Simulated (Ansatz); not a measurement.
# BaTiO3: a single-point run

Aim: a sound single-point run of BaTiO3. The structure is shown as the input types it.

Computed with Ansatz 0.2.0 (density functional or hybrid calculation with the settings of its input, plane waves (as first typed), unless a step's input says otherwise).

2 further runs of the same task are left out: 2 that didn't finish.

### 1 Starting point

Symmetry: Amm2, No. 38, orthorhombic system. Conventional cell: a = 3.963 Å, b = 5.715 Å, c = 5.748 Å, α = 90.00°, β = 90.00°, γ = 90.00°. Ba (site symmetry mm2) is surrounded by 12 O at 2.77 to 2.98 Å. Around Ti (site symmetry mm2) lie 6 O at 1.85 to 2.21 Å. O (site symmetry mm2) is surrounded by 2 Ti at 1.99 Å and 4 Ba at 2.77 to 2.98 Å. O (site symmetry m) is surrounded by 2 Ti at 1.85 to 2.21 Å.

Coordinates:

```cif
data_structure
_symmetry_space_group_name_H-M 'Amm2'
_symmetry_Int_Tables_number 38
_cell_length_a 3.9634
_cell_length_b 5.7155
_cell_length_c 5.7484
_cell_angle_alpha 90.000
_cell_angle_beta 90.000
_cell_angle_gamma 90.000
_cell_volume 130.22
loop_
_atom_site_label
_atom_site_type_symbol
_atom_site_symmetry_multiplicity
_atom_site_Wyckoff_symbol
_atom_site_fract_x
_atom_site_fract_y
_atom_site_fract_z
_atom_site_occupancy
Ba1 Ba 2 a 0.00000 0.50000 0.50841 1
Ti1 Ti 2 b 0.50000 0.50000 0.02396 1
O1 O 2 a 0.00000 0.50000 0.99039 1
O2 O 4 e 0.50000 0.25691 0.23706 1
```

### 2 Running it

The input, input.yaml:

```yaml
crystal:
  lattice:
    - [3.963414398, 0.0, 0.0]
    - [0.0, 2.8577462615, 2.8742108424]
    - [0.0, -2.8577462615, 2.8742108424]
  atoms:
    - { symbol: Ba, position: [0.0, 0.0084123005, 0.0084123005] }
    - { symbol: Ti, position: [0.5, 0.5239607265, 0.5239607265] }
    - { symbol: O, position: [0.0, 0.4903884208, 0.4903884208] }
    - { symbol: O, position: [0.5, 0.4939726399, 0.9801459124] }
    - { symbol: O, position: [0.5, 0.9801459124, 0.4939726399] }
kpoints:
  mp_grid: { grid: [4, 4, 4] }
hamiltonian:
  xc: r2scan
scf:
  occupations: { method: fixed }
  n_extra_bands: 5
  convergence: { dr2_threshold: 0.01 }
  max_iter: 82
output:
  forces: true
  stress: true
  eigenvalues: true
```

Started as:

```bash
ansatz run input.yaml --threads 4 --pin off --max-ram 4608MiB --backend cpu --events-out ev --progress --plain --runs-dir out
```

**Question.** How will this run end, and is anything wrong with its input?

This run ends as converged, with warnings (force scf threshold loose, published levels not confirmed, stress scf threshold loose). Its log warns: «scf.convergence.dr2_threshold = 1e-2 eV is looser than this run's default, which is 1e-7 eV or tighter. The error in the forces grows as the threshold's square root ...»

In the input, scf.convergence.dr2_threshold is 0.01. The threshold is looser than the default, so the loop may stop short of self-consistency.

The test: delete scf.convergence.dr2_threshold (the default then holds).
